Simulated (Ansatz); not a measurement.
# Nudged elastic band run: HC$_{16}$, charge +1

Input:

```yaml
crystal:
  lattice:
    - [0.0, 3.57, 3.57]
    - [3.57, 0.0, 3.57]
    - [3.57, 3.57, 0.0]
  atoms:
    - { symbol: C, position: [0.00919358, -0.00016477, -0.00074347] }
    - { symbol: C, position: [0.13228922, 0.12682235, 0.12318948] }
    - { symbol: C, position: [0.01280571, 0.00071902, 0.49480256] }
    - { symbol: C, position: [0.13074326, 0.12858354, 0.62463617] }
    - { symbol: C, position: [0.01433739, 0.5024266, -0.00661704] }
    - { symbol: C, position: [0.13520909, 0.62672028, 0.12200424] }
    - { symbol: C, position: [0.00988156, 0.50236058, 0.49600745] }
    - { symbol: C, position: [0.13592558, 0.6267206, 0.61874103] }
    - { symbol: C, position: [0.49798817, -0.010222, 0.02722567] }
    - { symbol: C, position: [0.63475046, 0.12549249, 0.13366102] }
    - { symbol: C, position: [0.50418048, 0.0006409, 0.50333996] }
    - { symbol: C, position: [0.64710112, 0.13337908, 0.5907835] }
    - { symbol: C, position: [0.50870895, 0.50349029, -0.00265592] }
    - { symbol: C, position: [0.64091531, 0.62663203, 0.11468388] }
    - { symbol: C, position: [0.51031752, 0.51235875, 0.48435159] }
    - { symbol: C, position: [0.63636022, 0.62796825, 0.62069527] }
    - { symbol: H, position: [0.57262017, 0.21342911, 0.80891549] }
total_charge: 1
basis:
  ecutwfc: 420.0
kpoints:
  mp_grid: { grid: [3, 3, 3] }
hamiltonian:
  xc: pbe
scf:
  occupations: { method: fermi_dirac, width: 0.05 }
  lower_state_search: "off"
neb:
  images: 5
  f_tol: 0.05
  initial_path: linear
  max_iterations: 51
  final_atoms:
    - { symbol: C, position: [0.03387635, -0.00811419, -0.02304353] }
    - { symbol: C, position: [0.12179307, 0.1243592, 0.11986752] }
    - { symbol: C, position: [0.0005209, -0.00356207, 0.49330186] }
    - { symbol: C, position: [0.13013623, 0.12431331, 0.61133056] }
    - { symbol: C, position: [0.00465485, 0.49699039, -0.01232676] }
    - { symbol: C, position: [0.14112255, 0.61242093, 0.11376202] }
    - { symbol: C, position: [0.00650553, 0.49826398, 0.48814508] }
    - { symbol: C, position: [0.12926955, 0.62261489, 0.61417632] }
    - { symbol: C, position: [0.49147905, -0.00036095, -0.01077369] }
    - { symbol: C, position: [0.5982775, 0.13498249, 0.12597443] }
    - { symbol: C, position: [0.50181148, -0.00176522, 0.49192719] }
    - { symbol: C, position: [0.62585977, 0.12515129, 0.61493812] }
    - { symbol: C, position: [0.51065405, 0.49830397, -0.0168156] }
    - { symbol: C, position: [0.6278931, 0.62161318, 0.11527068] }
    - { symbol: C, position: [0.50320738, 0.49831066, 0.48883447] }
    - { symbol: C, position: [0.63183281, 0.62260284, 0.6097723] }
    - { symbol: H, position: [0.81650114, -0.09063099, 1.05443281] }
  order_check: true
```

Run as:

```bash
$ ansatz run input.yaml --threads 1 --pin off --max-ram 3072MiB --backend cpu --events-out ev --progress --plain --runs-dir out
```

Output, in part (warnings, iteration lines):

```
NEB end point (image 0): max|allowed force component| = 1.759e-2 eV/Å (the criterion of neb.relax_end_points is 1.000e-2)
NEB end point (image 6): max|allowed force component| = 1.410e-2 eV/Å (the criterion of neb.relax_end_points is 1.000e-2)
NEB iter   1: max|band force component| = 6.513e0 eV/Å  barrier→ = 1.0580 eV  barrier← = 1.0579 eV  Δτ_max = 0.0856 Å  (49 SCF iters)
NEB iter   2: max|band force component| = 2.623e0 eV/Å  barrier→ = 0.3093 eV  barrier← = 0.3093 eV  Δτ_max = 0.0603 Å  (30 SCF iters)
NEB iter   3: max|band force component| = 6.643e-1 eV/Å  barrier→ = 0.0564 eV  barrier← = 0.0564 eV  Δτ_max = 0.0207 Å  (30 SCF iters)
NEB iter   4: max|band force component| = 1.573e-1 eV/Å  barrier→ = 0.0375 eV  barrier← = 0.0375 eV  CI = image 4  Δτ_max = 0.0253 Å  (26 SCF iters)
NEB iter   5: max|band force component| = 1.541e-1 eV/Å  barrier→ = 0.0388 eV  barrier← = 0.0388 eV  CI = image 4  Δτ_max = 0.0197 Å  (25 SCF iters)
NEB iter   6: max|band force component| = 1.411e-1 eV/Å  barrier→ = 0.0399 eV  barrier← = 0.0398 eV  CI = image 4  Δτ_max = 0.1119 Å  (25 SCF iters)
NEB iter   7: max|band force component| = 4.612e-1 eV/Å  barrier→ = 0.0405 eV  barrier← = 0.0405 eV  CI = image 4  Δτ_max = 0.0559 Å  (26 SCF iters)
NEB iter   8: max|band force component| = 1.756e-1 eV/Å  barrier→ = 0.0408 eV  barrier← = 0.0408 eV  CI = image 4  Δτ_max = 0.0356 Å  (25 SCF iters)
NEB iter   9: max|band force component| = 2.257e-1 eV/Å  barrier→ = 0.0406 eV  barrier← = 0.0406 eV  CI = image 4  Δτ_max = 0.0178 Å  (25 SCF iters)
NEB iter  10: max|band force component| = 1.006e-1 eV/Å  barrier→ = 0.0407 eV  barrier← = 0.0407 eV  CI = image 4  Δτ_max = 0.0359 Å  (23 SCF iters)
NEB iter  11: max|band force component| = 1.271e-1 eV/Å  barrier→ = 0.0409 eV  barrier← = 0.0409 eV  CI = image 4  Δτ_max = 0.0178 Å  (25 SCF iters)
NEB iter  12: max|band force component| = 9.747e-2 eV/Å  barrier→ = 0.0412 eV  barrier← = 0.0412 eV  CI = image 4  Δτ_max = 0.0178 Å  (22 SCF iters)
NEB iter  13: max|band force component| = 8.725e-2 eV/Å  barrier→ = 0.0417 eV  barrier← = 0.0416 eV  CI = image 4  Δτ_max = 0.0358 Å  (22 SCF iters)
NEB iter  14: max|band force component| = 7.011e-2 eV/Å  barrier→ = 0.0425 eV  barrier← = 0.0425 eV  CI = image 4  Δτ_max = 0.0354 Å  (23 SCF iters)
NEB iter  15: max|band force component| = 1.450e-1 eV/Å  barrier→ = 0.0426 eV  barrier← = 0.0426 eV  CI = image 4  Δτ_max = 0.0178 Å  (24 SCF iters)
NEB iter  16: max|band force component| = 1.491e-1 eV/Å  barrier→ = 0.0426 eV  barrier← = 0.0426 eV  CI = image 4  Δτ_max = 0.0089 Å  (22 SCF iters)
NEB iter  17: max|band force component| = 3.856e-2 eV/Å  barrier→ = 0.0425 eV  barrier← = 0.0425 eV  CI = image 4  CI's point: of a kind that is not told: the force calls were inconclusive, a negative curvature could not be distinguished from the path's own, the only one lies far off the path, or fixed occupations may fill a level only in part  Δτ_max = 0.0000 Å  (279 SCF iters)
```

The run converged. The profile has 2 maxima (images 2, 4) with wells between them (image 3): this band takes more than one step, which may be the mechanism or a detour left from its start path. By the program's own check the climbing image is of a kind that is not told: the force calls were inconclusive, a negative curvature could not be distinguished from the path's own, the only one lies far off the path, or fixed occupations may fill a level only in part (lowest curvatures found: -2.49 and 0.08 eV/Å²). Limits of this set-up: charged cell in a uniform background, uncorrected.

Final band (atoms are numbered from 1 in the order of the input):

```csv
image,path coordinate (Å),energy (eV),C9–H17 (Å),C12–H17 (Å),C1–H17 (Å)
0,0.00,0.000,1.18,1.18,2.38
1,0.42,0.019,1.16,1.17,2.08
2,0.84,0.019,1.16,1.47,1.80
3,1.26,0.003,1.19,1.69,1.56
4,1.68,0.043,1.34,2.00,1.36
5,1.91,0.010,1.52,2.18,1.21
6,2.13,0.000,1.63,2.39,1.18
```

Run time: 11 min on 1 thread of Arm Neoverse V1, on a shared host, peak memory 0.48 GiB.
